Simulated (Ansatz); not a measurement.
Re:

```
Re
1.0
     2.76639    0.00000    0.00000
    -1.38319    2.39576    0.00000
     0.00000    0.00000    8.93885
Re
4
Cartesian
  1.3832 0.7986 6.7041
  0.0000 0.0000 4.4694
  0.0000 1.5972 2.2347
  0.0000 0.0000 0.0000
```

Base run:

| Quantity | Value |
| --- | --- |
| Program | Ansatz 0.2.0 |
| Functional | PBE |
| Potentials or basis | all-electron LAPW, scalar-relativistic |
| Cutoff | 257 eV |
| Density cutoff | 1030 eV |
| Basis error allowed | 0.002 eV/atom |
| k mesh | 11 × 11 × 3 |
| Occupations | fermi-dirac, width 0.05 eV |
| Spin | no spin polarisation |

Its results: pressure 3.4 GPa.

Task: The run is repeated on the same cell with these changes: functional from PBE to LDA. What comes out?

Result: Pressure -12.5 GPa.

LDA binds more tightly than PBE, so the same cell stands under less pressure.

Not every run made on this cell is shown here.
